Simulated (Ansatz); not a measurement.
## 6-layer 2H-MoTe2 (2H stacking) in a perpendicular field

Aim: how the 6-layer 2H-MoTe2 (2H stacking) screens a field along its normal, and what the field does to its bands. A positive field points along +c.

Method: plane-wave DFT, PBE-D3(BJ), Ansatz PAW, in Ansatz 0.2.0.

Most raw output is cut from this account.

**1. The structure**

The cell holds 18 atoms: 12 Te and 6 Mo. Cell: a = 3.550 Å, b = 3.550 Å, c = 109.245 Å, α = 90.0°, β = 90.0°, γ = 120.0°. Regions: layer 1: 2H-MoTe2, 3 atoms (2 Te and 1 Mo); layer 2: 2H-MoTe2, 3 atoms (2 Te and 1 Mo); layer 3: 2H-MoTe2, 3 atoms (2 Te and 1 Mo); layer 4: 2H-MoTe2, 3 atoms (2 Te and 1 Mo); layer 5: 2H-MoTe2, 3 atoms (2 Te and 1 Mo); layer 6: 2H-MoTe2, 3 atoms (2 Te and 1 Mo). Vacuum lies along c.

**2. Relaxation**

The starting cell is a guess, so the in-plane lattice and the atoms are relaxed first, with the slab cut off from its images along the normal.

File input.yaml:

```yaml
crystal:
  lattice:
    - [3.55, 0.0, 0.0]
    - [-1.775, 3.0743901834, 0.0]
    - [0.0, 0.0, 109.2446157833]
  atoms:
    - { symbol: Te, position: [0.3333333333, 0.6666666667, 0.3208396107] }
    - { symbol: Mo, position: [0.0, 0.0, 0.3381132429] }
    - { symbol: Te, position: [0.3333333333, 0.6666666667, 0.3553868751] }
    - { symbol: Te, position: [0.0, 0.0, 0.3855943136] }
    - { symbol: Mo, position: [0.3333333333, 0.6666666667, 0.4028679458] }
    - { symbol: Te, position: [0.0, 0.0, 0.420141578] }
    - { symbol: Te, position: [0.3333333333, 0.6666666667, 0.4503490164] }
    - { symbol: Mo, position: [0.0, 0.0, 0.4676226486] }
    - { symbol: Te, position: [0.3333333333, 0.6666666667, 0.4848962808] }
    - { symbol: Te, position: [0.0, 0.0, 0.5151037192] }
    - { symbol: Mo, position: [0.3333333333, 0.6666666667, 0.5323773514] }
    - { symbol: Te, position: [0.0, 0.0, 0.5496509836] }
    - { symbol: Te, position: [0.3333333333, 0.6666666667, 0.579858422] }
    - { symbol: Mo, position: [0.0, 0.0, 0.5971320542] }
    - { symbol: Te, position: [0.3333333333, 0.6666666667, 0.6144056864] }
    - { symbol: Te, position: [0.0, 0.0, 0.6446131249] }
    - { symbol: Mo, position: [0.3333333333, 0.6666666667, 0.6618867571] }
    - { symbol: Te, position: [0.0, 0.0, 0.6791603893] }
  periodic: [true, true, false]
kpoints:
  mp_grid: { grid: [12, 12, 1] }
hamiltonian:
  xc: pbe
  dispersion: d3bj
scf:
  occupations: { method: fermi_dirac, width: 0.05 }
  convergence: { dr2_threshold: 1.0e-09 }
relax:
  f_tol: 0.004
  max_steps: 90
  cell: {}
output:
  write_potential: true
  write_density: true
  volumetric_format: npy
```

Started as:

```bash
ansatz run input.yaml --threads 4 --pin off --max-ram 16384MiB --backend cpu --events-out ev --progress --plain --runs-dir out
```

Wall time 24 min (4 threads of Arm Neoverse V1, shared host); peak memory 5.1 GiB.

Step by step:

| step | energy less that of the first step (eV) | largest force component (eV/Å) | volume (Å³) |
| --- | --- | --- | --- |
| 1 | 0.0000 | 1.0780 | 1192.30 |
| 2 | 0.6800 | 1.9657 | 1145.18 |
| 3 | -0.6292 | 0.2788 | 1145.81 |
| 4 | -0.6680 | 0.1648 | 1151.14 |
| 5 | -0.6958 | 0.0180 | 1154.05 |
| 6 | -0.7115 | 0.0694 | 1157.09 |
| 7 | -0.6820 | 0.1294 | 1158.85 |
| 8 | -0.7151 | 0.0261 | 1157.54 |
| 9 | -0.7127 | 0.0496 | 1158.16 |
| 10 | -0.7158 | 0.0030 | 1157.48 |
| 11 | -0.7158 | 0.0013 | 1157.66 |
| 12* | -0.7132 | 0.0014 | 1157.66 |

Relaxation steps marked * repeat the geometry before them on a plane-wave basis chosen anew for their cell, so energy and pressure can jump there. Relaxation steps 2, 7, 9 were tried and not accepted.

Forces are held to the 12 operations that the run works with; a distortion that breaks them can't arise in this run.

| cell as run | before | after | change |
| --- | --- | --- | --- |
| a (Å) | 3.550 | 3.498 | -1.5 % |
| b (Å) | 3.550 | 3.498 | -1.5 % |

The atoms that moved most (Å, along periodic axes as changes of fractional coordinates times the final cell, across vacuum about the mean position):

| atom | dx | dy | dz | length |
| --- | --- | --- | --- | --- |
| Te1 | 0.000 | 0.000 | 0.634 | 0.634 |
| Te18 | 0.000 | 0.000 | -0.634 | 0.634 |
| Mo17 | 0.000 | 0.000 | -0.564 | 0.564 |
| Mo2 | 0.000 | 0.000 | 0.564 | 0.564 |
| Te16 | 0.000 | 0.000 | -0.496 | 0.496 |
| Te3 | 0.000 | 0.000 | 0.496 | 0.496 |
| Te4 | 0.000 | 0.000 | 0.410 | 0.410 |
| Te15 | 0.000 | 0.000 | -0.410 | 0.410 |

Numbers from this step:

- energy at zero smearing: -113509.4934 eV

The lattice constant a goes from 3.550 to 3.498 Å.

**3. Atoms held, field 0, start network**

A sawtooth potential applies the field, turning back in the middle of the vacuum. With the dipole correction the typed value is the field outside the slab. The induced dipole is small, so the SCF threshold is tight.

The cell differs from the one that the last finished run ended in (c 109.245 → 55.877 Å).

File input.yaml:

```yaml
crystal:
  lattice:
    - [3.4980356608, 0.0, 0.0]
    - [-1.7490178304, 3.0293877456, 0.0]
    - [0.0, 0.0, 55.8771931987]
  atoms:
    - { symbol: Te, position: [0.3333333333, 0.6666666667, 0.1610675033] }
    - { symbol: Mo, position: [0.0, 0.0, 0.1935850546] }
    - { symbol: Te, position: [0.3333333333, 0.6666666667, 0.2261391234] }
    - { symbol: Te, position: [0.0, 0.0, 0.2836727579] }
    - { symbol: Mo, position: [0.3333333333, 0.6666666667, 0.3161825086] }
    - { symbol: Te, position: [0.0, 0.0, 0.3486939467] }
    - { symbol: Te, position: [0.3333333333, 0.6666666667, 0.4062273491] }
    - { symbol: Mo, position: [0.0, 0.0, 0.4387370886] }
    - { symbol: Te, position: [0.3333333333, 0.6666666667, 0.4712469387] }
    - { symbol: Te, position: [0.0, 0.0, 0.5287530613] }
    - { symbol: Mo, position: [0.3333333333, 0.6666666667, 0.5612629114] }
    - { symbol: Te, position: [0.0, 0.0, 0.5937726509] }
    - { symbol: Te, position: [0.3333333333, 0.6666666667, 0.6513060533] }
    - { symbol: Mo, position: [0.0, 0.0, 0.6838174914] }
    - { symbol: Te, position: [0.3333333333, 0.6666666667, 0.7163272421] }
    - { symbol: Te, position: [0.0, 0.0, 0.7738608766] }
    - { symbol: Mo, position: [0.3333333333, 0.6666666667, 0.8064149454] }
    - { symbol: Te, position: [0.0, 0.0, 0.8389324967] }
kpoints:
  mp_grid: { grid: [18, 18, 1] }
  band_path:
    path: [[0, 0, 0], [0.5, 0, 0], [0.33333333, 0.33333333, 0], [0, 0, 0]]
    npoints: 16
hamiltonian:
  xc: pbe
  dispersion: d3bj
scf:
  occupations: { method: fermi_dirac, width: 0.02585 }
  convergence: { dr2_threshold: 1.0e-10 }
efield:
  axis: 3
  dipole_correction: true
  ramp_position: 0.97
  ramp_width: 0.06
  amplitude: 0
output:
  dos: { projected: true, e_range: [-6, 5] }
  write_potential: true
  write_density: true
  volumetric_format: npy
  elf: true
```

Elapsed: 6.8 min, on 4 threads; peak memory 5 GiB.

Numbers from this step:

```yaml
dipole_along_the_normal: -3.94e-8 e·Å
gap_along_the_path: 0.6430 eV
smallest_direct_gap_along_the_path: 1.090 eV
ionisation_energy_upper_face: 4.628 eV
electron_affinity_upper_face: 3.985 eV
gap_the_smaller_of_path_and_mesh: 0.6430 eV
```

Running mean over a fixed 2.5 Å (it still follows the layers) of the planar mean; the ramp of the sawtooth is left out. Electron's electrostatic potential energy less the Fermi level against z:

| z (Å) | electron's electrostatic potential energy less the Fermi level (eV) |
| --- | --- |
| 5 | 4.30 |
| 6 | 4.23 |
| 7 | 3.09 |
| 8 | 0.598 |
| 9 | -2.90 |
| 10 | -7.38 |
| 11 | -8.74 |
| 12 | -5.97 |
| 13 | -1.62 |
| 14 | -0.325 |
| 15 | -0.236 |
| 16 | -3.63 |
| 17 | -7.87 |
| 18 | -8.59 |
| 19 | -5.30 |
| 20 | -1.15 |
| 21 | -0.496 |
| 22 | -0.596 |
| 23 | -4.39 |
| 24 | -8.26 |
| 25 | -8.32 |
| 26 | -4.55 |
| 27 | -0.682 |
| 28 | -0.515 |
| 29 | -1.06 |
| 30 | -5.16 |
| 31 | -8.55 |
| 32 | -7.95 |
| 33 | -3.78 |
| 34 | -0.290 |
| 35 | -0.366 |
| 36 | -1.54 |
| 37 | -5.87 |
| 38 | -8.74 |
| 39 | -7.48 |
| 40 | -3.06 |
| 41 | -0.0603 |
| 42 | -0.153 |
| 43 | -2.02 |
| 44 | -6.48 |
| 45 | -8.82 |
| 46 | -6.94 |
| 47 | -2.40 |
| 48 | 0.877 |
| 49 | 3.42 |
| 50 | 4.25 |
| 51 | 4.30 |

The density of states has structure finer than the step of the table below, so its rows give means over 0.2 eV, whole bins alone (the curve runs from -6 to 2.3 eV). Peaks (eV: height): -3.99: 35.5, -3.55: 31.5, -2.36: 31.7, -1.78: 30.2, 1.25: 42.0, 1.31: 36.3, 1.39: 31.1.

Table of density of states by energy, zero at the Fermi level of the run, which the smearing sets inside the gap; means over each step:

energy (eV), density of states (states/eV a cell) and a bar:
```
     -5.8        7.0 ########
     -5.6        8.6 #########
     -5.4       15.8 #################
     -5.2       22.0 ########################
     -5.0       14.7 ################
     -4.8        9.7 ###########
     -4.6        7.8 #########
     -4.4        8.0 #########
     -4.2       12.2 #############
     -4.0       16.9 ###################
     -3.8       13.4 ###############
     -3.6       18.5 ####################
     -3.4       11.9 #############
     -3.2       14.6 ################
     -3.0       17.4 ###################
     -2.8       17.1 ###################
     -2.6       12.0 #############
     -2.4       18.6 ####################
     -2.2       22.4 #########################
     -2.0       22.9 #########################
     -1.8       22.0 ########################
     -1.6       19.9 ######################
     -1.4       17.0 ###################
     -1.2       11.4 #############
     -1.0       19.9 ######################
     -0.8       18.4 ####################
     -0.6        8.1 #########
     -0.4        2.8 ###
     -0.2        0.0 
      0.0        0.0 
      0.2        0.0 
      0.4        1.8 ##
      0.6        5.7 ######
      0.8       15.6 #################
      1.0       20.4 ######################
      1.2       27.3 ##############################
      1.4       24.8 ###########################
      1.6       14.8 ################
      1.8       18.7 #####################
      2.0       17.5 ###################
      2.2       12.3 #############
```

Projected DOS per atom over height of the atomic layer and energy from the Fermi level. Layers: Te Mo Te Te Mo Te Te Mo Te Te Mo Te Te Mo Te Te Mo Te from below.

Ten even steps from '0' (0.00 states/eV) to '9' (2.74 states/eV), each cell a mean:
```
122232232232232221
252252252252252252
292282282282282292
191191191191191191
030040030030040030
000000000000000000
000000000000000000
010010010010010010
262262262262262262
251141141141141152
363363363363363363
453353353353353354
243343343343343342
242242242242242242
332232232232232233
332333233332333233
333322323323223333
111212212212212111
211111111111111112
434323323323323434
213323323323323312
101101101101101101
```
Columns: height of the atomic layer (Å) from 9 to 46.9 (not evenly spaced); rows upwards: energy from the Fermi level (eV) from -5.96 to 2.32.

The electronic bands at the labelled points (eV, zero at the Fermi level of the run, which the smearing sets inside the gap):

| point | band 135 | band 136 | band 137 | band 138 | band 139 | band 140 | band 141 | band 142 |
| --- | --- | --- | --- | --- | --- | --- | --- | --- |
| Γ | -0.41 | -0.36 | -0.34 | -0.32 | 2.55 | 2.55 | 2.56 | 2.56 |
| halfway | -1.28 | -1.27 | -1.25 | -1.21 | 0.84 | 0.91 | 1.02 | 1.14 |
| M | -0.81 | -0.72 | -0.64 | -0.60 | 0.95 | 0.96 | 0.97 | 0.99 |
| halfway | -0.77 | -0.70 | -0.64 | -0.60 | 0.86 | 0.89 | 0.94 | 0.98 |
| K | -0.60 | -0.54 | -0.47 | -0.42 | 0.67 | 0.67 | 0.68 | 0.68 |
| halfway | -1.09 | -1.05 | -1.02 | -1.01 | 0.43 | 0.52 | 0.65 | 0.81 |
| Γ | -0.41 | -0.36 | -0.34 | -0.32 | 2.55 | 2.55 | 2.56 | 2.56 |

Valence density in the ca plane at fractional y = 0.667, with atoms of Te and Mo within 0.2 Å of it. It is the smooth field of the valence electrons, not physical close to the nuclei.

Ten steps, logarithmic in the rise over the least value, from '0' (0 e/Å³) to '9' (15 e/Å³), each cell a mean:
```
00000000000000000011122223222111100112332221
00000000000000000011111233221111000112332211
00000000000000000112222222222221100112222222
00000000000000001234432222223443210011222234
00000000000000001357863211235786321001112367
00000000000000002379984211237998421000112478
00000000000000002369974211236997421000112468
00000000000000001245643221234564311001122346
00000000000000000123322222222332110011222223
```
Columns run along c (16.0 Å, from fractional 0.03 to 0.32 of the cell), rows up along a (3.5 Å). Atoms in or near the plane, at fractional coordinates: Te at (0.16, 0.33), Te at (0.23, 0.33), Mo at (0.32, 0.33).

Electrostatic potential energy in the ca plane at fractional y = 0.667, with atoms of Te and Mo within 0.2 Å of it. With pseudopotentials it is smooth inside the atoms' cores, unlike the true potential.

Values in eV, 5 rows by 16 columns, each cell a mean:
```
 13  13  13  13  13  13  11   9   4   1   9  10  12   4  -2   9
 13  13  13  13  13  12   7   2   5   4   3   5  11   7   3   4
 13  13  13  13  13  12   0   8   2   7   2   2  10  11   8 -10
 13  13  13  13  13  12   2  19   0   6   9   8   9  12   8 -12
 13  13  13  13  13  12   3  -4   5   6  -2  -1  11   9   6  -2
```
Columns run along c (16.0 Å, from fractional 0.03 to 0.32 of the cell; values clipped at the 3rd and 97th percentile), rows up along a (3.5 Å). Atoms in or near the plane, at fractional coordinates: Te at (0.16, 0.33), Te at (0.23, 0.33), Mo at (0.32, 0.33).

ELF in the ca plane at fractional y = 0.667, with atoms of Te and Mo within 0.2 Å of it. It is the smooth field of the valence electrons, not physical close to the nuclei.

Values, 5 rows by 16 columns, each cell a mean:
```
0.00 0.00 0.00 0.00 0.00 0.04 0.20 0.34 0.20 0.20 0.31 0.23 0.15 0.61 0.51 0.40
0.00 0.00 0.00 0.00 0.03 0.25 0.51 0.49 0.31 0.24 0.48 0.48 0.19 0.51 0.54 0.31
0.00 0.00 0.00 0.01 0.17 0.71 0.59 0.22 0.42 0.34 0.30 0.41 0.41 0.16 0.32 0.53
0.00 0.00 0.00 0.01 0.22 0.76 0.52 0.10 0.40 0.34 0.21 0.32 0.45 0.09 0.25 0.57
0.00 0.00 0.00 0.00 0.07 0.47 0.64 0.47 0.40 0.29 0.49 0.55 0.27 0.38 0.49 0.34
```
Columns run along c (16.0 Å, from fractional 0.03 to 0.32 of the cell), rows up along a (3.5 Å). Atoms in or near the plane, at fractional coordinates: Te at (0.16, 0.33), Te at (0.23, 0.33), Mo at (0.32, 0.33).

The gap is 0.64 eV, with the valence edge 4.63 eV and the conduction edge 3.99 eV under the upper vacuum level. Spin-orbit coupling, left out in this run, matters for the bands of elements this heavy.

**4. Atoms held, field 0.1 V/Å**

input.yaml: that of step 3 with these lines changed.

```diff
@@ -40,5 +40,4 @@
   ramp_width: 0.06
-  amplitude: 0
+  amplitude: 0.1
 output:
-  dos: { projected: true, e_range: [-6, 5] }
   write_potential: true
@@ -46,2 +45 @@
   volumetric_format: npy
-  elf: true
```

Run time: 7.3 min. Hardware: 4 threads; peak memory 4.6 GiB; 29 min of CPU time.

The dipole is 0.222 e·Å, and the gap 0.530 eV.

**5. Single point, field -0.1 V/Å**

input.yaml: that of step 4 with these lines changed.

```diff
@@ -40,3 +40,3 @@
   ramp_width: 0.06
-  amplitude: 0.1
+  amplitude: -0.1
 output:
```

The job ended after 7.4 min (4 threads; peak memory 4.6 GiB; 29 min of CPU time).

The dipole is -0.222 e·Å, and the gap 0.530 eV.

**6. Atoms held, field 0.2 V/Å**

input.yaml: that of step 5 with these lines changed.

```diff
@@ -40,3 +40,3 @@
   ramp_width: 0.06
-  amplitude: -0.1
+  amplitude: 0.2
 output:
```

Elapsed: 8.8 min, on 4 threads; peak memory 4.7 GiB.

The dipole is 0.444 e·Å, and the gap 0.350 eV.

**7. Single point, field 0.3 V/Å**

input.yaml: that of step 6 with these lines changed.

```diff
@@ -40,3 +40,3 @@
   ramp_width: 0.06
-  amplitude: 0.2
+  amplitude: 0.3
 output:
```

The job ended after 9.2 min (4 threads; peak memory 4.7 GiB; 36 min of CPU time).

The dipole is 0.669 e·Å, and the gap 0.183 eV.

**8. Response, atoms held**

This step: plane-wave DFT, PBE-D3(BJ), Ansatz PAW; response to a field along the normal, atoms held (Ansatz 0.2.0).

The dipoles give the slope, and the difference of two potentials shows where the field is screened.

Numbers from this step:

| Quantity | Value |
| --- | --- |
| equivalent conductor thickness p/(ε₀AE) | 37.91 Å |
| distance between the outer atoms | 37.88 Å |

Table of dipole of the cell by applied field:

| applied field (V/Å) | dipole of the cell (e·Å) |
| --- | --- |
| -0.100 | -0.222 |
| 0.000 | 0 |
| 0.100 | 0.222 |
| 0.200 | 0.444 |
| 0.300 | 0.669 |

Local field over the applied field, running mean. From the potentials at -0.1 and 0.1 V/Å; running mean over 2.8 Å. Table of local field over applied field by z:

| z (Å) | local field over applied field |
| --- | --- |
| 5 | 0.988 |
| 6 | 0.922 |
| 7 | 0.694 |
| 8 | 0.378 |
| 9 | 0.117 |
| 10 | 0.0374 |
| 11 | 0.0254 |
| 12 | 0.0408 |
| 13 | 0.101 |
| 14 | 0.153 |
| 15 | 0.135 |
| 16 | 0.0629 |
| 17 | 0.0271 |
| 18 | 0.0234 |
| 19 | 0.0448 |
| 20 | 0.112 |
| 21 | 0.155 |
| 22 | 0.125 |
| 23 | 0.0531 |
| 24 | 0.0250 |
| 25 | 0.0247 |
| 26 | 0.0515 |
| 27 | 0.123 |
| 28 | 0.155 |
| 29 | 0.114 |
| 30 | 0.0459 |
| 31 | 0.0235 |
| 32 | 0.0266 |
| 33 | 0.0606 |
| 34 | 0.133 |
| 35 | 0.153 |
| 36 | 0.103 |
| 37 | 0.0399 |
| 38 | 0.0227 |
| 39 | 0.0295 |
| 40 | 0.0708 |
| 41 | 0.141 |
| 42 | 0.150 |
| 43 | 0.0910 |
| 44 | 0.0377 |
| 45 | 0.0254 |
| 46 | 0.0409 |
| 47 | 0.140 |
| 48 | 0.417 |
| 49 | 0.731 |
| 50 | 0.937 |

The induced electron density oscillates, so the rows of the table below give means over windows of 3.43 Å about each position, cut where the curve ends. Its maxima inside the range that stand out by 2 % of the span (Å: e/Å³ per V/Å): 7.6: 0.00333, 10.9: 2.8e-4, 11.6: 3.0e-4, 14.8: 0.00109, 18.5: 2.8e-4, 21.6: 0.0011, 25.3: 2.8e-4, 28.5: 0.00110, 32.2: 2.7e-4, 35.5: 0.00107, 38.9: 2.7e-4, 42.2: 0.00111, 45.9: 4.3e-4. Its minima: 10.1: -5.1e-4, 11.2: 1.4e-4, 13.6: -0.00107, 16.8: -2.8e-4, 20.6: -0.00111, 23.7: -2.7e-4, 27.4: -0.00110, 30.5: -2.8e-4, 34.3: -0.0011, 37.4: -2.8e-4, 41.1: -0.00109, 44.4: -2.7e-4, 48.1: -0.00342.

Electrons, planar mean, per unit field. Table of induced electron density by z; means over each step:

| z (Å) | induced electron density (e/Å³ per V/Å) |
| --- | --- |
| 5.89 | 7.8e-4 |
| 9.32 | 7.8e-4 |
| 12.75 | -3.1e-4 |
| 16.18 | 3.2e-4 |
| 19.61 | -3.1e-4 |
| 23.04 | 3.1e-4 |
| 26.47 | -3.1e-4 |
| 29.90 | 3.1e-4 |
| 33.33 | -3.2e-4 |
| 36.76 | 3.1e-4 |
| 40.19 | -3.2e-4 |
| 43.62 | 3.0e-4 |
| 47.05 | -0.00114 |
| 50.48 | -6.4e-4 |

The smaller of the gaps on the path and on the k-mesh, counted as 0 under 0.03 eV. Gap against applied field:

| applied field (V/Å) | gap (eV) |
| --- | --- |
| -0.100 | 0.530 |
| 0.000 | 0.643 |
| 0.100 | 0.530 |
| 0.200 | 0.350 |
| 0.300 | 0.183 |

By hand: between -0.1 and 0.1 V/Å the dipole changes by 0.4440 e·Å, a slope of 2.220 e·Å²/V. A perfect conductor of thickness t has p = ε₀AEt, so t = 180.95 × 2.220 / 10.597 = 37.91 Å (e/ε₀ = 180.95 V·Å, A in Å²).

The induced dipole is that of a conductor 37.91 Å thick.

**9. Results**

| Quantity | Value |
| --- | --- |
| gap without field | 0.643 eV |
| ionisation energy, upper face | 4.63 eV |
| electron affinity, upper face | 3.99 eV |
| equivalent conductor thickness, atoms held | 37.9 Å |

**Reading.** The induced dipole equals that of a perfect conductor 37.91 Å thick, while the outer atoms lie 37.88 Å apart; an out-of-plane ε follows only once a thickness t is chosen, by 1 − 1/ε = 37.91 Å / t. The gap goes from 0.64 eV to 0.18 eV at 0.3 V/Å. With the field reversed the gap is 0.53 eV at -0.1 V/Å. Semilocal functionals give gaps that are too small, and excitons are not included. Spin-orbit coupling is left out, which matters for the bands of elements this heavy.

[Logs are printed without paths, hosts, clocks, repeated set-up lines and the standing remarks that a program may print on its own settings, such as how far it seeks lower states.]

[Hosts, paths, dates, database ids (printed as entryN), source tags and the programs' standing remarks are cut or masked in the printed files.]

[Maps of the electrostatic potential energy from Ansatz leave out the sawtooth potential of an applied field or a dipole correction, so their vacuum need not be flat; planar profiles and work functions include it.]

[The density of states shown here was stored with 400 of the rows of the run's finer table, so its peaks can read low, often by over a quarter, or be missed, and its means over a window can be off by a tenth or more.]
